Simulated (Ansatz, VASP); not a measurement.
# One calculation of TePb, two programs

```
Pb Te
1.0
     0.00000    3.23100    3.23100
     3.23100    0.00000    3.23100
     3.23100    3.23100    0.00000
Pb Te
1 1
Direct
  0.00000 0.00000 0.00000
  0.50000 0.50000 0.50000
```

Alike in both runs: task single point; functional PBEsol; k mesh 7 × 7 × 7; occupations fermi-dirac, width 0.05 eV; no spin polarisation.

|  | VASP | Ansatz |
| --- | --- | --- |
| version | VASP 6.6.1 | Ansatz 0.2.0 |
| potentials or method | VASP PAW PBE potentials, release 64 (Pb_d, Te) | Ansatz PAW |
| plane-wave cutoff (eV) | 520 | 420 |
| valence electrons in the cell | 20 | 30 |

|  | VASP | Ansatz | Ansatz less VASP |
| --- | --- | --- | --- |
| gap on the k mesh at the Fermi level (eV) | 0.96 | 0.95 | -0.002 |
| least direct gap on the mesh (eV) | 0.96 | 0.95 | -0.002 |
| pressure (GPa) | -0.4 | -0.4 | +0.04 |

The two sets of potentials don't hold the same shells in valence.

Caveats: the PAW data sets were made with another functional, which shifts forces and pressure a little (VASP); the PAW data sets come from PBE, with cores solved anew for the run's functional, which leaves a small shift of forces and pressure (Ansatz). Spin-orbit coupling is left out, which matters for the levels of Pb, Te.
